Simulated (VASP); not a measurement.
A run of VASP 6.6.1:

INCAR

```
SYSTEM = CdO
PREC = Accurate ; ENCUT = 700
EDIFF = 1E-7 ; ISMEAR = 0
SIGMA = 0.02 ; LREAL = .False.
LASPH = .True. ; NELM = 100
ALGO = Fast ; ISIF = 2
LWAVE = .False. ; LCHARG = .False.
GGA = PE ; NBANDS = 16
```

Contents of KPOINTS:

```
Automatic mesh
0
Gamma
  12 12 12
  0 0 0
```

Contents of POSCAR:

```
CdO                                     
1.0
   -0.0000000000      2.3901839524      2.3901839524
    2.3901839524      0.0000000000      2.3901839524
    2.3901839524      2.3901839524     -0.0000000000
  Cd              O             
     1     1
Direct
     0.0000000000000000    0.0000000000000000    0.0000000000000000
     0.5000000000000000    0.5000000000000000    0.5000000000000000
```

Potentials or basis: VASP PAW PBE potentials, release 64 (Cd, O).

Run with:

```sh
$ cat potpaw_PBE.64/Cd/POTCAR potpaw_PBE.64/O/POTCAR > POTCAR
$ mpirun -np 1 vasp_std > vasp.out
```

Hardware: 1 thread of AMD EPYC 7R43 64-Core Processor (Zen 3), on a shared host.

Problem. Estimate the wall time of this run.

Solution. It took 83 s on 1 thread of AMD EPYC 7R43 64-Core Processor (Zen 3), with other jobs on the host, peak memory 0.16 GiB. Counts: scf iterations 14, k points 72.
